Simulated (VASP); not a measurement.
# Ag (Im-3m) in VASP: further runs

The runs below take Ag through single point, with r2SCAN.

All numbers are computed with VASP 6.6.1; they aren't measurements. Logs are shortened: lines on timing, memory, paths and dates and some standing lists are left out, and cuts for length are marked.

## Step 1: Starting point

The structure is cubic, space group Im-3m (No. 229). Conventional cell: a = 3.311 Å, b = 3.311 Å, c = 3.311 Å, α = 90.00°, β = 90.00°, γ = 90.00°. Around Ag (site symmetry m-3m) lie 8 Ag at 2.87 Å.

This isn't the form of Ag at room conditions, which is fcc.

## Step 2: Single point, r2SCAN

INCAR

```
SYSTEM = Ag
PREC     = Accurate       ! precision mode
ENCUT    = 550            ! plane-wave cutoff, eV
EDIFF    = 1E-6           ! SCF threshold, eV
ISMEAR   = 1              ! smearing method
SIGMA    = 0.1            ! smearing width, eV
LREAL    = .False.        ! projectors in reciprocal space
LASPH    = .True.         ! aspherical terms in the spheres
NELM     = 100            ! most SCF steps
ALGO     = Normal         ! electronic algorithm
ISIF     = 2              ! what is computed and relaxed
LWAVE    = .False.        ! write WAVECAR
LCHARG   = .False.        ! write CHGCAR
METAGGA  = R2SCAN         ! meta-GGA
LMIXTAU  = .True.       
ADDGRID  = .False.
```

KPOINTS

```
regular mesh
0
Gamma
  8 8 8
  0 0 0
```

POSCAR

```
Ag
1.0
   -1.6556540000      1.6556540000      1.6556540000
    1.6556540000     -1.6556540000      1.6556540000
    1.6556540000      1.6556540000     -1.6556540000
Ag
1
Direct
    0.0000000000      0.0000000000      0.0000000000
```

Potentials or basis: VASP PAW PBE potentials, release 64 (Ag).

Command:

```
> cat potpaw_PBE.64/Ag/POTCAR > POTCAR
> mpirun -np 1 vasp_std > vasp.out
```

OUTCAR:

```text
SYSTEM = Ag
   PREC = Accurate
   ENCUT = 550
   EDIFF = 1E-6
   ISMEAR = 1
   LREAL = .False.
   LASPH = .True.
   NELM = 100
   ISIF = 2
   METAGGA = R2SCAN

 Found     29 irreducible k-points:

 Following reciprocal coordinates:
            Coordinates               Weight
  0.000000  0.000000  0.000000      1.000000
  0.125000  0.000000  0.000000     12.000000
  0.250000  0.000000  0.000000     12.000000
  0.375000  0.000000  0.000000     12.000000
  0.500000  0.000000  0.000000      6.000000
  0.125000  0.125000  0.000000     24.000000
   k-points           NKPTS =     29   k-points in BZ     NKDIM =     29   number of bands    NBANDS=      9
   number of dos      NEDOS =    301   number of ions     NIONS =      1
   total plane-waves  NPLWV =  13824
   dimension x,y,z NGX =    24 NGY =   24 NGZ =   24
   dimension x,y,z NGXF=    48 NGYF=   48 NGZF=   48
   ions per type =               1
   NGX,Y,Z   is equivalent  to a cutoff of  13.91, 13.91, 13.91 a.u.
   NGXF,Y,Z  is equivalent  to a cutoff of  27.83, 27.83, 27.83 a.u.
 SYSTEM =  Ag
   PREC   = accura    normal or accurate (medium, high low for compatibility)
   ISTART =      0    job   : 0-new  1-cont  2-samecut
   ICHARG =      2    charge: 1-file 2-atom 10-const
   ISPIN  =      1    spin polarized calculation?
   LNONCOLLINEAR =      F non collinear calculations
   LSORBIT =      F    spin-orbit coupling
   LASPH  =      T    aspherical Exc in radial PAW
   ENCUT  =  550.0 eV  40.42 Ry    6.36 a.u.   5.48  5.48  5.48*2*pi/ulx,y,z
   NELM   =    100;   NELMIN=  2; NELMDL= -5     # of ELM steps
   EDIFF  = 0.1E-05   stopping-criterion for ELM
   LREAL  =      F    real-space projection
   EDIFFG = 0.1E-04   stopping-criterion for IOM
   NSW    =      0    number of steps for IOM
   IBRION =     -1    ionic relax: 0-MD 1-quasi-New 2-CG
   NFREE  =      0    steps in history (QN), initial steepest desc. (CG)
   ISIF   =      2    stress and relaxation
   ISYM   =      2    0-nonsym 1-usesym 2-fastsym
   POTIM  = 0.5000    time-step for ionic-motion
   TEBEG  =    0.0;   TEEND  =   0.0 temperature during run
   PSTRESS=    0.0 pullay stress
   NELECT =      11.0000    total number of electrons
   NUPDOWN=      -1.0000    fix difference up-down
   EMIN   =  10.00;   EMAX   =-10.00  energy-range for DOS
   EFERMI =   0.00;   METHOD = LEGACY
   ISMEAR =     1;   SIGMA  =   0.10  broadening in eV -4-tet -1-fermi 0-gaus
   EFERMI_NEDOS =   21; number of points for ismear=-14 and -15
   IALGO  =     38    algorithm
   IMIX   =      4    mixing-type and parameters
     AMIX     =   0.40;   BMIX     =  1.00
     AMIX_MAG =   1.60;   BMIX_MAG =  1.00
  volume/ion in A,a.u.               =      18.15       122.51
  Fermi-wavevector in a.u.,A,eV,Ry     =   1.385318  2.617871 26.111022  1.919106
  Thomas-Fermi vector in A             =   2.509739
   LORBIT       =      0    0 simple, 1 ext, 2 COOP (PROOUT), +10 PAW based schemes
   METAGGA = R2SCAN    functional components
   LHFCALC =     F    Hartree Fock is set to
   AEXX    =    0.0000 exact exchange contribution
   IVDW    =     0    specifies the selected vdW correction
   LEPSILON=     F    determine dielectric tensor
   LRPA    =     F    only Hartree local field effects (RPA)
 non-spin polarized calculation
 Methfessel and Paxton  Order N= 1 SIGMA  =   0.10
  energy-cutoff  :      550.00
  volume of cell :       18.15
 maximum number of plane-waves:       555
 NGX is ok and might be reduce to    24
   NGX = 11   NGY = 11   NGZ = 11

 number of electron      11.0000001 magnetization

 Free energy of the ion-electron system (eV)
  ---------------------------------------------------
  ext. energy  EPLUGINS =         0.00000000
  ---------------------------------------------------
  free energy    TOTEN  =       -21.26344324 eV

  energy without entropy =      -21.25968042  energy(sigma->0) =      -21.26218897

 E-fermi :   7.7835     XC(G=0): -12.5397

 val. band max:        7.7545576909   @ k =   0.5000   0.0000   0.0000
 cond. band min:       7.7927391684   @ k =   0.3750   0.1250  -0.0000
 fundamental gap:      0.0381814775
 Fermi energy:         7.7834929584

 k-point     1 :       0.0000    0.0000    0.0000
  band No.  band energies     occupation
      1       0.1107      2.00000
      2       2.5623      2.00000
      3       2.5623      2.00000
      4       2.5623      2.00000
      5       3.7816      2.00000
      6       3.7816      2.00000
      7      26.0596      0.00000
      8      26.0596      0.00000
      9      26.0596      0.00000

 k-point     2 :       0.1250    0.0000    0.0000
  band No.  band energies     occupation
      1       0.5983      2.00000
      2       2.4517      2.00000
      3       2.5920      2.00000
      4       2.8314      2.00000
      5       3.6773      2.00000
      6       3.7903      2.00000
      7      24.3112      0.00000
      8      25.6073      0.00000
      9      26.3120      0.00000

 k-point     3 :       0.2500    0.0000    0.0000
  band No.  band energies     occupation
      1       1.4441      2.00000
      2       2.1938      2.00000
      3       3.1616      2.00000
      4       3.5355      2.00000
      5       3.5959      2.00000
      6       3.8205      2.00000
      7      19.5685      0.00000
      8      23.5987      0.00000
      9      25.7078      0.00000

 k-point     4 :       0.3750    0.0000    0.0000
  band No.  band energies     occupation
      1       1.3725      2.00000
      2       1.9477      2.00000
      3       3.6748      2.00000
      4       3.8643      2.00000
      5       4.3390      2.00000
      6       5.4865      2.00000
      7      14.6270      0.00000
      8      21.8693      0.00000
      9      23.1129      0.00000

 k-point     5 :       0.5000    0.0000    0.0000
  band No.  band energies     occupation
      1       1.2401      2.00000
      2       1.8490      2.00000
      3       3.7322      2.00000
      4       3.8867      2.00000
      5       4.7109      2.00000
      6       7.7546      1.46775
      7      11.5178      0.00000
      8      21.2435      0.00000
      9      22.1224      0.00000

 k-point     6 :       0.1250    0.1250    0.0000
  band No.  band energies     occupation
      1       1.3803      2.00000
      2       2.4035      2.00000
      3       2.4468      2.00000
      4       3.4895      2.00000
      5       3.5465      2.00000
      6       3.8764      2.00000
      7      22.2106      0.00000
      8      22.4644      0.00000
      9      25.5169      0.00000

 [... further k-points ...]

------------------------ aborting loop because EDIFF is reached ----------------------------------------

  FORCE on cell =-STRESS in cart. coord.  units (eV):
  Direction    XX          YY          ZZ          XY          YZ          ZX
  --------------------------------------------------------------------------------------
  -------------------------------------------------------------------------------------
  Total       -0.3906978     -0.3906978     -0.3906978      0.0000000      0.0000000     -0.0000000
  in kB      -34.4812370    -34.4812370    -34.4812370      0.0000000      0.0000000     -0.0000000
  external PRESSURE =     -34.4812370 kB  Pullay stress =       0.0000000 kB

 VOLUME and BASIS-vectors are now :
 -----------------------------------------------------------------------------
  energy-cutoff  :      550.00
  volume of cell :       18.15
      direct lattice vectors                 reciprocal lattice vectors
    -1.655654000  1.655654000  1.655654000     0.000000000  0.301995465  0.301995465
     1.655654000 -1.655654000  1.655654000     0.301995465  0.000000000  0.301995465
     1.655654000  1.655654000 -1.655654000     0.301995465  0.301995465  0.000000000

 POSITION                                       TOTAL-FORCE (eV/Angst)
 -----------------------------------------------------------------------------------
      0.00000      0.00000      0.00000        -0.000000      0.000000      0.000000
 -----------------------------------------------------------------------------------
    total drift:                                0.000000      0.000000      0.000000

  FREE ENERGIE OF THE ION-ELECTRON SYSTEM (eV)
  ---------------------------------------------------
  free  energy   TOTEN  =       -21.2634432401 eV

  energy  without entropy=      -21.2596804227  energy(sigma->0) =      -21.26218897
```

Wall time 9.6 s (1 thread of Intel Xeon 6975P-C (Granite Rapids), shared host); peak memory 0.14 GiB.

These settings aren't checked as converged: the numbers below hold their error.

Results:

| Quantity | Value |
| --- | --- |
| Free energy | -21.2634 eV |
| Pressure | -3.4 GPa |
| Band gap on the k mesh | none (metal or under the smearing width) |

Caveat: the PAW data sets were made with another functional, which shifts forces and pressure a little.

## Step 3: Single point, r2SCAN

Edit INCAR of step 2 so:

```diff
@@ -2,3 +2,3 @@
 PREC     = Accurate       ! precision mode
-ENCUT    = 550            ! plane-wave cutoff, eV
+ENCUT    = 250            ! plane-wave cutoff, eV
 EDIFF    = 1E-6           ! SCF threshold, eV
```

KPOINTS

```
regular mesh
0
Gamma
  12 12 12
  0 0 0
```

POSCAR is that of step 2.

Potentials or basis: VASP PAW PBE potentials, release 64 (Ag).

Command:

```
> cat potpaw_PBE.64/Ag/POTCAR > POTCAR
> mpirun -np 1 vasp_std > vasp.out
```

It took 8.5 s on 1 thread of Intel Xeon 6975P-C (Granite Rapids), shared host; peak memory 0.11 GiB.

These settings aren't checked as converged: the numbers below hold their error.

Results:

- Free energy: -21.3051 eV
- Band gap on the k mesh: none (metal or under the smearing width)

Caveat: the cutoff is under 1.25 times the usual one of these potentials, so pressure, stress and relaxed cells hold a basis-set (Pulay) error; the PAW data sets were made with another functional, which shifts forces and pressure a little.

## Step 4: Single point, r2SCAN

Edit INCAR of step 3 so:

```diff
@@ -2,3 +2,3 @@
 PREC     = Accurate       ! precision mode
-ENCUT    = 250            ! plane-wave cutoff, eV
+ENCUT    = 400            ! plane-wave cutoff, eV
 EDIFF    = 1E-6           ! SCF threshold, eV
```

KPOINTS

```
regular mesh
0
Gamma
  10 10 10
  0 0 0
```

POSCAR is that of step 3.

Command:

```
> cat potpaw_PBE.64/Ag/POTCAR > POTCAR
> mpirun -np 1 vasp_std > vasp.out
```

Run time: 13 s. Hardware: 1 thread of Intel Xeon 6975P-C (Granite Rapids), shared host; peak memory 0.12 GiB.

These settings aren't checked as converged: the numbers below hold their error.

Results:

```
Free energy            : -21.2866 eV
Pressure               : -3.5 GPa
Band gap on the k mesh : none (metal or under the smearing width)
```

Caveat: the PAW data sets were made with another functional, which shifts forces and pressure a little.
